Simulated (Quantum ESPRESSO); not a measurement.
Crystal: Ag.

```
CELL_PARAMETERS angstrom
0.00000 2.04275 2.04275
2.04275 0.00000 2.04275
2.04275 2.04275 0.00000
ATOMIC_POSITIONS crystal
Ag 0.00000 0.00000 0.00000
```

Base run:

- Program: Quantum ESPRESSO 7.5
- Functional: PBE
- Potentials or basis: PseudoDojo 0.4.1 SR PBE standard
- Cutoff: 1116 eV
- Density cutoff: 4463 eV
- k mesh: 11 × 11 × 11
- Occupations: fermi-dirac, width 0.05 eV
- Spin: no spin polarisation

Its results: band gap on the k mesh none (metal or under the smearing width); pressure 4.3 GPa.

Task: The run is repeated on the same cell with these changes: functional from PBE to LDA; potentials or basis from PseudoDojo 0.4.1 SR PBE standard to PseudoDojo 0.4.1 SR LDA standard; cutoff from 1116 eV to 1170 eV; density cutoff from 4463 eV to 4680 eV. What comes out?

Result: Band gap on the k mesh none (metal or under the smearing width); pressure -7.6 GPa.
